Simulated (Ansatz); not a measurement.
# ZrB2: the cost of one run

Computed with Ansatz 0.2.0 (DFT PBE, scalar-relativistic, plane waves, PAW, unless a step's input says otherwise).

### 1 The structure to begin with

Symmetry: P6/mmm, No. 191, hexagonal system. Conventional cell: a = 3.168 Å, b = 3.168 Å, c = 3.552 Å, α = 90.00°, β = 90.00°, γ = 120.00°. Around Zr (site symmetry 6/mmm) lie 12 B at 2.55 Å. Around B (site symmetry -6m2) lie 3 B at 1.83 Å and 6 Zr at 2.55 Å.

Coordinates:

```xyz
3
Lattice="3.1675 0.0000 0.0000 -1.5838 2.7432 0.0000 0.0000 0.0000 3.5524" Properties=species:S:1:pos:R:3 pbc="T T T"
Zr    0.0000    0.0000    0.0000
B     0.0000    1.8288    1.7762
B     1.5838    0.9144    1.7762
```

This is candidate A: structure listed in a database for this formula (P6/mmm, No. 191).

(A quick probe on a coarse mesh, which set the mesh and smearing, is not shown.)

### 3 The relaxation (candidate A)

The input, input.yaml:

```yaml
crystal:
  lattice:
    - [3.1675246616, 0.0, 0.0]
    - [-1.5837623308, 2.743156824, 0.0]
    - [0.0, 0.0, 3.55238806]
  atoms:
    - { symbol: Zr, position: [0.0, 0.0, 0.0] }
    - { symbol: B, position: [0.33333333, 0.66666667, 0.5] }
    - { symbol: B, position: [0.66666667, 0.33333333, 0.5] }
basis:
  ecutwfc: 420
kpoints:
  mp_grid: { grid: [18, 18, 14] }
hamiltonian:
  xc: pbe
scf:
  occupations: { method: gaussian, width: 0.1 }
output:
  forces: true
  stress: true
  eigenvalues: true
relax:
  adjacent_minimum: "off"
  f_tol: 0.01
  max_steps: 80
  cell: { stress_tol: 0.05 }
```

On the command line:

```console
> ansatz run input.yaml --threads 1 --pin off --max-ram 2560MiB --backend cpu --events-out ev --progress --plain --runs-dir out
```

**Question.** How long does this run take on 1 thread of an x86-64 CPU, shared host, and how much memory does it need?

About 82 s, with a peak of 0.45 GiB.
